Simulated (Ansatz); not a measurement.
CdTe under changes of volume

One of the cells (32.922 Å³/atom); the others are scaled copies at fixed shape and fractional positions:

```xyz
2
Lattice="0.0000 3.2050 3.2050 3.2050 0.0000 3.2050 3.2050 3.2050 0.0000" Properties=species:S:1:pos:R:3 pbc="T T T"
Te    4.8075    4.8075    4.8075
Cd    0.0000    0.0000    0.0000
```

- Program: Ansatz 0.2.0
- Functional: PBE
- Potentials or basis: Ansatz PAW polarizable
- Cutoff: 420 eV (not typed: the program's choice for these potentials)
- k mesh: 7 × 7 × 7
- Occupations: fermi-dirac, width 0.05 eV
- Spin: no spin polarisation

```csv
volume (Å³/atom),energy over the lowest point (meV/atom),pressure (GPa),gap on the mesh (eV)
30.947,108.95,8.1,1.06
31.605,?,?,?
32.263,53.96,5.4,0.93
32.922,34.21,4.2,0.87
33.580,18.92,3.2,0.81
34.239,7.67,2.3,0.75
34.897,0.00,1.5,0.70
```

**Question.** What does the run at 31.605 Å³/atom give?

**Answer.** Energy over the lowest point 78.68 meV/atom; pressure 6.7 GPa; gap on the mesh 1.00 eV.

Worked out: A Birch-Murnaghan fit of order 3 (a polynomial in V^(-2/3)) to the other rows has no minimum within the range. It gives 78.68 meV/atom at 31.605 Å³/atom, against the run's 78.68, and -dE/dV = 6.7 GPa, against 6.7. A straight line through the other rows of the gap, of slope -3.01 eV per unit of ln V (its deformation potential), gives 0.99 eV, against the run's 1.00.

Energies are extrapolated to zero smearing.

Caveats: odd divisions of the mesh miss points on the zone boundary, where band edges often lie, so the gap on the mesh can be too wide; spin-orbit coupling is left out, which moves the levels of the heavy elements.
